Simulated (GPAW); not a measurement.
Runs of GPAW 26.7.0 on NaF (Villiaumite). Symmetry: Fm-3m, No. 225, cubic system. Conventional cell: a = 4.640 Å, b = 4.640 Å, c = 4.640 Å, α = 90.00°, β = 90.00°, γ = 90.00°. Na (site symmetry m-3m) has 6 F at 2.32 Å as nearest neighbours. F (site symmetry m-3m) is surrounded by 6 Na at 2.32 Å. 

```tsv
task	level	potentials or basis	k mesh	cutoff (eV)	eigensolver	hybrids on these orbitals	oneshot functional	band path	band points	gap on the mesh (eV)	pressure (GPa)	V0 of scaled cells (Å³/atom)	B0 (GPa)
equation of state	PBEsol+D3	PAW data sets generated in the run's folder for this functional, pw	8 × 8 × 8	800	-	-	-	-	-	-	-	12.17	49
one-shot levels of the hybrid HSE06	LDA	the program's PAW data sets (release 1.2.1) made for this functional, pw	6 × 6 × 6	600	-	["HSE06", "PBE0", "B3LYP"]	HSE06	-	-	5.94	-4.2	-	-
band structure	M06-L	GPAW PAW data sets (gpaw-data 1.2.1), pw	8 × 8 × 8	800	-	-	-	GXWKGLUWLK,UX	80	(c)	-0.6	-	-
band structure	vdW-DF2	GPAW PAW data sets (gpaw-data 1.2.1), pw	8 × 8 × 8	800	-	-	-	GXWKGLUWLK,UX	80	(a)	-	-	-
equation of state	vdW-DF2	GPAW PAW data sets (gpaw-data 1.2.1), pw	8 × 8 × 8	800	-	-	-	-	-	-	-	(b)	44
band structure	optPBE-vdW	GPAW PAW data sets (gpaw-data 1.2.1), pw	8 × 8 × 8	800	-	-	-	GXWKGLUWLK,UX	100	6.50	-	-	-
```

Alike in all rows: no spin polarisation; cell as given; smearing fermi-dirac 0.05 eV.

Estimate the missing entries.

(a) 6.25; (b) 12.97; (c) 7.74.

Caveats: the PAW data sets were made with another functional, which shifts forces and pressure a little (some runs); the cutoff is short for stress and forces, so pressures can be off by a GPa or more (some runs); energy and the plain gap are those of the semilocal run (some runs); the hybrids' values are one shot on its orbitals and mesh (some runs).

Runs at the PBE level aren't shown here.
